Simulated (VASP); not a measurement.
# GaAs: cell size and functional

Which functional gives which lattice for GaAs? The starting structure is a measured crystal structure from the Crystallography Open Database. The first relaxation on each setting starts from this cell expanded by 3 % in volume.

Main program and level: VASP 6.6.1; Kohn-Sham DFT with plane waves and PAW; PBEsol, LDA, PBE, PBEsol + D3(BJ), r2SCAN, r2SCAN + rVV10, vdW-DF-cx and RPBE.

## Step 1: Set-up

It takes space group F-43m (No. 216, cubic). Conventional cell: a = 5.654 Å, b = 5.654 Å, c = 5.654 Å, α = 90.00°, β = 90.00°, γ = 90.00°. Nearest to As lie 4 Ga at 2.45 Å. Nearest to Ga lie 4 As at 2.45 Å. Farther neighbours are not listed.

## Step 2: Relaxation with PBEsol

PBEsol restores the gradient expansion of exchange and is tuned for the cells of solids. This run starts from the cell of an earlier relaxation, which isn't shown; the restart sets up the plane waves anew.

Contents of INCAR:

```
SYSTEM = GaAs
PREC = Accurate
ENCUT = 450
EDIFF = 1E-06
NELM = 100
ISMEAR = 0
SIGMA = 0.03
LREAL = .FALSE.
ALGO = Normal
GGA = PS
NBANDS = 15
LORBIT = 11
LWAVE = .FALSE.
LCHARG = .FALSE.
KPAR = 8
IBRION = 2
NSW = 50
ISIF = 3
EDIFFG = -0.006
```

Contents of POSCAR:

```
GaAs
1.0
    0.0000000000      2.8298538326      2.8298538326
    2.8298538326      0.0000000000      2.8298538326
    2.8298538326      2.8298538326      0.0000000000
As Ga
1 1
Direct
    0.7500000000      0.7500000000      0.7500000000
    0.0000000000      0.0000000000      0.0000000000
```

Contents of KPOINTS:

```
Automatic mesh
0
Gamma
6 6 6
0 0 0
```

Potentials, in the order of the species: As and Ga_d (PBE family, release 64).

Command:

```console
> mpirun -np 8 vasp_std
```

The log of the run:

```text
[banner, memory and clock lines left out]
running    8 mpi-ranks, on    1 nodes
 distrk:  each k-point on    1 cores,    8 groups
 distr:  one band on    1 cores,    1 groups

 POSCAR found type information on POSCAR AsGa
 POSCAR found :  2 types and       2 ions
|                                                                             |
|           W    W    AA    RRRRR   N    N  II  N    N   GGGG   !!!           |
|           W    W   A  A   R    R  NN   N  II  NN   N  G    G  !!!           |
|           W    W  A    A  R    R  N N  N  II  N N  N  G       !!!           |
|           W WW W  AAAAAA  RRRRR   N  N N  II  N  N N  G  GGG   !            |
|           WW  WW  A    A  R   R   N   NN  II  N   NN  G    G                |
|           W    W  A    A  R    R  N    N  II  N    N   GGGG   !!!           |
|                                                                             |
|     For optimal performance we recommend to set                             |
|       NCORE = 2 up to number-of-cores-per-socket                            |
|     NCORE specifies how many cores store one orbital (NPAR=cpu/NCORE).      |
|     This setting can greatly improve the performance of VASP for DFT.       |
|     The default, NCORE=1 might be grossly inefficient on modern             |
|     multi-core architectures or massively parallel machines. Do your        |
|     Unfortunately you need to use the default for GW and RPA                |
|     calculations (for HF NCORE is supported but not extensively tested      |
|     yet).                                                                   |
|                                                                             |

|                                                                             |
|               ----> ADVICE to this user running VASP <----                  |
|                                                                             |
|     You enforced a specific xc type in the INCAR file but a different       |
|     [... a line on the potential file left out ...]
|     I HOPE YOU KNOW WHAT YOU ARE DOING!                                     |
|                                                                             |

 LDA part: xc-table for (Slater+PW92), standard interpolation
 POSCAR, INCAR and KPOINTS ok, starting setup
 FFT: planning ... GRIDC
 FFT: planning ... GRID_SOFT
 FFT: planning ... GRID
 WAVECAR not read
 entering main loop
       N       E                     dE             d eps       ncg     rms          rms(c)
DAV:   1     0.773810776216E+02    0.77381E+02   -0.83176E+03   495   0.151E+03
DAV:   2    -0.320566268675E+01   -0.80587E+02   -0.76927E+02   543   0.290E+02
DAV:   3    -0.916834058814E+01   -0.59627E+01   -0.59397E+01   578   0.664E+01
DAV:   4    -0.926829769710E+01   -0.99957E-01   -0.99931E-01   607   0.951E+00
DAV:   5    -0.926959388753E+01   -0.12962E-02   -0.12962E-02   599   0.953E-01    0.293E+00
DAV:   6    -0.909877427553E+01    0.17082E+00   -0.24207E-01   733   0.977E+00    0.173E+00
DAV:   7    -0.906643390473E+01    0.32340E-01   -0.62137E-02   703   0.217E+00    0.539E-01
DAV:   8    -0.906462086869E+01    0.18130E-02   -0.97860E-03   606   0.119E+00    0.103E-01
DAV:   9    -0.906479611303E+01   -0.17524E-03   -0.72436E-04   603   0.348E-01    0.431E-02
DAV:  10    -0.906482981954E+01   -0.33707E-04   -0.53008E-05   657   0.756E-02    0.233E-02
DAV:  11    -0.906485192735E+01   -0.22108E-04   -0.26179E-05   550   0.543E-02    0.251E-03
DAV:  12    -0.906485192624E+01    0.11055E-08   -0.89492E-07   485   0.157E-02
   1 F= -.90648519E+01 E0= -.90648519E+01  d E =-.906485E+01
 curvature:   0.00 expect dE= 0.000E+00 dE for cont linesearch  0.000E+00
 trial: gam= 0.00000 g(F)=  0.134E-45 g(S)=  0.230E-05 ort = 0.000E+00 (trialstep = 0.100E+01)
 search vector abs. value=  0.230E-05
 reached required accuracy - stopping structural energy minimisation
```

Wall time 2.8 s (8 MPI ranks of Intel Xeon Platinum 8488C (Sapphire Rapids), shared host); peak memory 1.2 GiB; 17 s of CPU time.

The logs omit lines about the potential files and the build; timing stands in the text.

OUTCAR, selected parts (step 2):

```text
ion  position               nearest neighbor table
   1  0.750  0.750  0.750-   2 2.45   2 2.45   2 2.45   2 2.45
   2  0.000  0.000  0.000-   1 2.45   1 2.45   1 2.45   1 2.45

  LATTYP: Found a face centered cubic cell.
 ALAT       =     5.6597076652

 Subroutine GETGRP returns: Found 24 space group operations
 (whereof 24 operations were pure point group operations)

The static configuration has the point symmetry T_d .

 Found     16 irreducible k-points:

   k-points           NKPTS =     16   k-points in BZ     NKDIM =     16   number of bands    NBANDS=     15

   dimension x,y,z NGX =    28 NGY =   28 NGZ =   28
   dimension x,y,z NGXF=    56 NGYF=   56 NGZF=   56

   ENCUT  =  450.0 eV  33.07 Ry    5.75 a.u.   6.92  6.92  6.92*2*pi/ulx,y,z

   NELECT =      18.0000    total number of electrons

 k-points in reciprocal lattice and weights: Automatic mesh
   0.00000000  0.00000000  0.00000000       0.005
   0.16666667  0.00000000  0.00000000       0.037
   0.33333333  0.00000000  0.00000000       0.037
   0.50000000  0.00000000  0.00000000       0.019
   0.16666667  0.16666667  0.00000000       0.028
   0.33333333  0.16666667  0.00000000       0.111
   0.50000000  0.16666667  0.00000000       0.111
  -0.33333333  0.16666667  0.00000000       0.111
  -0.16666667  0.16666667  0.00000000       0.056
[...]
-0.33333333  0.33333333  0.16666667       0.111
  -0.33333333  0.50000000  0.16666667       0.056

 average (electrostatic) potential at core
       1 -50.2216       2 -66.2564

 E-fermi :   3.9878

 k-point     1 :       0.0000    0.0000    0.0000
  band No.  band energies     occupation
    ...
      5     -10.9191      2.00000
      6      -8.9468      2.00000
      7       3.7840      2.00000
      8       3.7840      2.00000
      9       3.7840      2.00000
     10       4.2120      0.00000
     11       7.4650      0.00000
     12       7.4651      0.00000
     13       7.4651      0.00000
     14      11.1590      0.00000
    ...

 k-point     2 :       0.1667    0.0000    0.0000
  band No.  band energies     occupation
    ...
      5     -10.9193      2.00000
      6      -8.6260      2.00000
      7       1.0442      2.00000
      8       3.4009      2.00000
      9       3.4009      2.00000
     10       5.3460      0.00000
     11       8.0131      0.00000
     12       8.0131      0.00000
     13       8.3853      0.00000
     14      12.5397      0.00000
    ...

 k-point     3 :       0.3333    0.0000    0.0000
  band No.  band energies     occupation
    ...
      5     -10.9175      2.00000
      6      -7.7969      2.00000
      7      -1.6220      2.00000
      8       2.8538      2.00000
      9       2.8538      2.00000
     10       4.9168      0.00000
     11       8.4244      0.00000
     12       8.4244      0.00000
     13      10.9149      0.00000
     14      12.3603      0.00000
    ...

  Total        0.0056322      0.0056322      0.0056322      0.0000000      0.0000000     -0.0000000
  in kB        0.1990970      0.1990970      0.1990970      0.0000000      0.0000000     -0.0000000
  external PRESSURE =       0.1990970 kB  Pullay stress =       0.0000000 kB

  energy-cutoff  :      450.00
  volume of cell :       45.32
      direct lattice vectors                 reciprocal lattice vectors
     0.000000000  2.829853833  2.829853833    -0.176687571  0.176687571  0.176687571
     2.829853833  0.000000000  2.829853833     0.176687571 -0.176687571  0.176687571
     2.829853833  2.829853833  0.000000000     0.176687571  0.176687571 -0.176687571

 POSITION                                       TOTAL-FORCE (eV/Angst)
 -----------------------------------------------------------------------------------
      4.24478      4.24478      4.24478         0.000000      0.000000      0.000000
      0.00000      0.00000      0.00000        -0.000000     -0.000000     -0.000000
 -----------------------------------------------------------------------------------
    total drift:                               -0.000001     -0.000001     -0.000001

  FREE ENERGIE OF THE ION-ELECTRON SYSTEM (eV)
  ---------------------------------------------------
  free  energy   TOTEN  =        -9.0648519262 eV

  energy  without entropy=       -9.0648519262  energy(sigma->0) =       -9.06485193

 reached required accuracy - stopping structural energy minimisation

 total charge
# of ion       s       p       d       tot
------------------------------------------
    1        1.209   1.594   0.031   2.834
    2        0.880   0.802   9.994  11.676
--------------------------------------------------
tot          2.088   2.396  10.025  14.510

[... 3 further parts left out ...]
```

CONTCAR:

```
GaAs
   1.00000000000000
     0.0000000000000000    2.8298538326000000    2.8298538326000000
     2.8298538326000000    0.0000000000000000    2.8298538326000000
     2.8298538326000000    2.8298538326000000    0.0000000000000000
  As              Ga
     1     1
Direct
     0.7500000000000000    0.7500000000000000    0.7500000000000000
     0.0000000000000000    0.0000000000000000    0.0000000000000000
```

The PAW data sets were made with PBE, which is usual practice but a small mismatch for other functionals. The run keeps the 24 symmetry operations of its start, so it cannot find a distortion of lower symmetry.

With PBEsol the relaxed cell holds 22.662 Å³ an atom, +0.32 % against the measured cell, with a = 5.660 Å. Pressures at 0.985 and 1.015 times this volume, from two more relaxations that aren't shown, give a bulk modulus of 70.3 GPa.

## Step 3: Relaxation with LDA

LDA, the lowest rung, knows the local density alone. This run starts from the cell of an earlier relaxation, which isn't shown; the restart sets up the plane waves anew.

Changes to INCAR since step 2:

```diff
@@ -9,3 +9,3 @@
 ALGO = Normal
-GGA = PS
+GGA = CA
 NBANDS = 15
```

Contents of POSCAR:

```
GaAs
1.0
    0.0000000000      2.8045878472      2.8045878472
    2.8045878472      0.0000000000      2.8045878472
    2.8045878472      2.8045878472      0.0000000000
As Ga
1 1
Direct
    0.7500000000      0.7500000000      0.7500000000
    0.0000000000      0.0000000000      0.0000000000
```

KPOINTS is that of step 2.

The projector-augmented-wave data sets are As and Ga_d (LDA family, release 64).

Command:

```console
> mpirun -np 8 vasp_std
```

The log of the run:

```text
[banner, memory and clock lines left out]
running    8 mpi-ranks, on    1 nodes
[...]
[... a notice as in an earlier step ...]

 LDA part: xc-table for (Slater(with rela. corr.)+CA(PZ))
 , standard interpolation
 POSCAR, INCAR and KPOINTS ok, starting setup
[...]
entering main loop
       N       E                     dE             d eps       ncg     rms          rms(c)
DAV:   1     0.781288908883E+02    0.78129E+02   -0.83973E+03   488   0.155E+03
DAV:   2    -0.352719534564E+01   -0.81656E+02   -0.77934E+02   550   0.305E+02
DAV:   3    -0.974873337515E+01   -0.62215E+01   -0.62023E+01   564   0.678E+01
DAV:   4    -0.985370265706E+01   -0.10497E+00   -0.10495E+00   579   0.988E+00
[...]
DAV:  10    -0.961458160224E+01   -0.60148E-05   -0.42388E-05   727   0.704E-02    0.225E-02
DAV:  11    -0.961458674252E+01   -0.51403E-05   -0.70143E-06   571   0.420E-02    0.256E-03
DAV:  12    -0.961458661212E+01    0.13040E-06   -0.46578E-07   429   0.105E-02
   1 F= -.96145866E+01 E0= -.96145866E+01  d E =-.961459E+01
[...]
reached required accuracy - stopping structural energy minimisation
```

Wall time 2.2 s (8 MPI ranks); peak memory 1.1 GiB.

Parts of OUTCAR (step 3):

```text
  Total       -0.0098109     -0.0098109     -0.0098109     -0.0000000      0.0000000     -0.0000000
  in kB       -0.3562736     -0.3562736     -0.3562736     -0.0000000      0.0000000     -0.0000000
  external PRESSURE =      -0.3562736 kB  Pullay stress =       0.0000000 kB

 POSITION                                       TOTAL-FORCE (eV/Angst)
 -----------------------------------------------------------------------------------
      4.20688      4.20688      4.20688        -0.000000     -0.000000     -0.000000
      0.00000      0.00000      0.00000         0.000000      0.000000      0.000000
 -----------------------------------------------------------------------------------
    total drift:                               -0.000001     -0.000001     -0.000001

  FREE ENERGIE OF THE ION-ELECTRON SYSTEM (eV)
  ---------------------------------------------------
  free  energy   TOTEN  =        -9.6145866121 eV

  energy  without entropy=       -9.6145866121  energy(sigma->0) =       -9.61458661

[... 2 parts as in an earlier step ...]

[... 2 further parts left out ...]
[key lines of the parts left out:]
E-fermi :   4.1727
```

With LDA the relaxed cell holds 22.060 Å³ an atom, -2.34 % against the measured cell, with a = 5.609 Å. That is -2.65 % from PBEsol. Pressures at 0.985 and 1.015 times this volume, from two more relaxations that aren't shown, give a bulk modulus of 75.0 GPa.

## Step 4: Relaxation with PBE

PBE, the usual starting point, adds the gradient of the density. This run starts from the cell of an earlier relaxation, which isn't shown; the restart sets up the plane waves anew.

Changes to INCAR since step 3:

```diff
@@ -9,3 +9,3 @@
 ALGO = Normal
-GGA = CA
+GGA = PE
 NBANDS = 15
```

Contents of POSCAR:

```
GaAs
1.0
    0.0000000000      2.8734653959      2.8734653959
    2.8734653959      0.0000000000      2.8734653959
    2.8734653959      2.8734653959      0.0000000000
As Ga
1 1
Direct
    0.7500000000      0.7500000000      0.7500000000
    0.0000000000      0.0000000000      0.0000000000
```

KPOINTS is that of step 3.

The projector-augmented-wave data sets are As and Ga_d (PBE family, release 64).

Command:

```console
> mpirun -np 8 vasp_std
```

The log of the run:

```text
[banner, memory and clock lines left out]
running    8 mpi-ranks, on    1 nodes
[...]
[... a notice as in an earlier step ...]

 LDA part: xc-table for (Slater+PW92), standard interpolation
 POSCAR, INCAR and KPOINTS ok, starting setup
[...]
entering main loop
       N       E                     dE             d eps       ncg     rms          rms(c)
DAV:   1     0.773538895919E+02    0.77354E+02   -0.84335E+03   496   0.147E+03
DAV:   2    -0.230386147280E+01   -0.79658E+02   -0.76895E+02   557   0.292E+02
DAV:   3    -0.832172120949E+01   -0.60179E+01   -0.59985E+01   592   0.669E+01
DAV:   4    -0.840407574088E+01   -0.82355E-01   -0.82347E-01   600   0.876E+00
[...]
DAV:  10    -0.824739423919E+01   -0.72895E-04   -0.71653E-05   614   0.813E-02    0.290E-02
DAV:  11    -0.824745116294E+01   -0.56924E-04   -0.83524E-05   522   0.706E-02    0.371E-03
DAV:  12    -0.824745150901E+01   -0.34607E-06   -0.12740E-06   530   0.156E-02
   1 F= -.82474515E+01 E0= -.82474513E+01  d E =-.824745E+01
[...]
reached required accuracy - stopping structural energy minimisation
```

Wall time 2.8 s (8 MPI ranks); peak memory 1.2 GiB.

Parts of OUTCAR (step 4):

```text
  Total       -0.0023001     -0.0023001     -0.0023001     -0.0000000      0.0000000     -0.0000000
  in kB       -0.0776632     -0.0776632     -0.0776632     -0.0000000      0.0000000     -0.0000000
  external PRESSURE =      -0.0776632 kB  Pullay stress =       0.0000000 kB

 POSITION                                       TOTAL-FORCE (eV/Angst)
 -----------------------------------------------------------------------------------
      4.31020      4.31020      4.31020         0.000000      0.000000      0.000000
      0.00000      0.00000      0.00000        -0.000000     -0.000000     -0.000000
 -----------------------------------------------------------------------------------
    total drift:                               -0.000003     -0.000003     -0.000003

  FREE ENERGIE OF THE ION-ELECTRON SYSTEM (eV)
  ---------------------------------------------------
  free  energy   TOTEN  =        -8.2474515090 eV

  energy  without entropy=       -8.2474510285  energy(sigma->0) =       -8.24745127

[... 2 parts as in an earlier step ...]

[... 2 further parts left out ...]
[key lines of the parts left out:]
E-fermi :   3.5717
```

With PBE the relaxed cell holds 23.726 Å³ an atom, +5.03 % against the measured cell, with a = 5.747 Å. That is +4.69 % from PBEsol. Pressures at 0.985 and 1.015 times this volume, from two more relaxations that aren't shown, give a bulk modulus of 59.8 GPa.

## Step 5: Relaxation with PBEsol + D3(BJ)

D3 with Becke-Johnson damping keeps a finite attraction at short range. This run starts from the cell of an earlier relaxation, which isn't shown; the restart sets up the plane waves anew.

Changes to INCAR since step 4:

```diff
@@ -9,3 +9,4 @@
 ALGO = Normal
-GGA = PE
+GGA = PS
+IVDW = 12
 NBANDS = 15
```

Contents of POSCAR:

```
GaAs
1.0
    0.0000000000      2.8029408163      2.8029408163
    2.8029408163      0.0000000000      2.8029408163
    2.8029408163      2.8029408163      0.0000000000
As Ga
1 1
Direct
    0.7500000000      0.7500000000      0.7500000000
    0.0000000000      0.0000000000      0.0000000000
```

KPOINTS is that of step 4.

Command:

```console
> mpirun -np 8 vasp_std
```

The log of the run:

```text
[banner, memory and clock lines left out]
running    8 mpi-ranks, on    1 nodes
[...]
[... a notice as in an earlier step ...]

 [... a notice as in an earlier step ...]

 LDA part: xc-table for (Slater+PW92), standard interpolation
 POSCAR, INCAR and KPOINTS ok, starting setup
[...]
entering main loop
       N       E                     dE             d eps       ncg     rms          rms(c)
DAV:   1     0.780099330338E+02    0.78010E+02   -0.84541E+03   488   0.150E+03
DAV:   2    -0.306163315387E+01   -0.81072E+02   -0.77605E+02   578   0.297E+02
DAV:   3    -0.917042221007E+01   -0.61088E+01   -0.60910E+01   557   0.676E+01
DAV:   4    -0.926765309444E+01   -0.97231E-01   -0.97215E-01   621   0.959E+00
[...]
DAV:  10    -0.905564301069E+01   -0.32473E-04   -0.58224E-05   695   0.830E-02    0.227E-02
DAV:  11    -0.905566390847E+01   -0.20898E-04   -0.24653E-05   515   0.548E-02    0.279E-03
DAV:  12    -0.905566388737E+01    0.21105E-07   -0.98022E-07   506   0.174E-02
   1 F= -.96694721E+01 E0= -.96694721E+01  d E =-.966947E+01
[...]
reached required accuracy - stopping structural energy minimisation
```

The job ended after 2.8 s (8 MPI ranks; peak memory 1.3 GiB; 17 s of CPU time).

Parts of OUTCAR (step 5):

```text
 Edisp (eV)   -0.61381

  Total      -0.00831    -0.00831    -0.00831     0.00000     0.00000     0.00000
  in kB      -0.30233    -0.30233    -0.30233     0.00000     0.00000     0.00000
  external pressure =       -0.30 kB  Pullay stress =        0.00 kB

 POSITION                                       TOTAL-FORCE (eV/Angst)
 -----------------------------------------------------------------------------------
      4.20441      4.20441      4.20441         0.000000      0.000000      0.000000
      0.00000      0.00000      0.00000        -0.000000     -0.000000     -0.000000
 -----------------------------------------------------------------------------------
    total drift:                               -0.000001     -0.000001     -0.000001

  FREE ENERGIE OF THE ION-ELECTRON SYSTEM (eV)
  ---------------------------------------------------
  free  energy   TOTEN  =        -9.6694721269 eV

  energy  without entropy=       -9.6694721269  energy(sigma->0) =       -9.66947213

[... 2 parts as in an earlier step ...]

[... 2 further parts left out ...]
[key lines of the parts left out:]
E-fermi :   4.2403
```

With PBEsol + D3(BJ) the relaxed cell holds 22.021 Å³ an atom, -2.52 % against the measured cell, with a = 5.606 Å. That is -2.83 % from PBEsol. Pressures at 0.985 and 1.015 times this volume, from two more relaxations that aren't shown, give a bulk modulus of 75.5 GPa.

[end of part 1 of 2]

[Lines on the potential files, build, host, timing and source positions are cut from VASP's logs without a mark.]

[Logs are printed without paths, hosts, clocks, repeated set-up lines and the standing remarks that a program may print on its own settings, such as how far it seeks lower states.]

[Hosts, paths, dates, database ids (printed as entryN), source tags and the programs' standing remarks are cut or masked in the printed files.]
